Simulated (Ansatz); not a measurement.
## Pd in Ansatz: the effect of target pressure

Pd:

```xyz
1
Lattice="0.0000 1.9465 1.9465 1.9465 0.0000 1.9465 1.9465 1.9465 0.0000" Properties=species:S:1:pos:R:3 pbc="T T T"
Pd    0.0000    0.0000    0.0000
```

Alike in all runs:

* Program: Ansatz 0.2.0
* Task: relaxation of cell and atoms
* Functional: PBEsol
* Potentials or basis: Ansatz PAW
* Cutoff: 420 eV (not typed: the program's choice for these potentials)
* k mesh: 12 × 12 × 12
* Occupations: fermi-dirac, width 0.05 eV
* Spin: no spin polarisation

Each run relaxes the cell or the atoms first.

```csv
target pressure,relaxed volume (Å³/atom)
0 GPa,14.53
2 GPa,14.40
5 GPa,14.21
10 GPa,13.92
20 GPa,?
30 GPa,13.03
```

What does the run with target pressure 20 GPa give?

Relaxed volume 13.43 Å³/atom.

Worked out: In Murnaghan's law V^(-B') rises as a straight line in P. The other rows fit best with B' = 4.7, V0 = 14.53 Å³/atom and B0 = 210 GPa, which gives 13.43 Å³/atom at 20 GPa, against the run's 13.43.

Caveats: the plane-wave basis is chosen anew once the cell has moved, so the energies of steps on either side of that aren't comparable; the PAW data sets come from PBE, with cores solved anew for the run's functional, which leaves a small shift of forces and pressure.
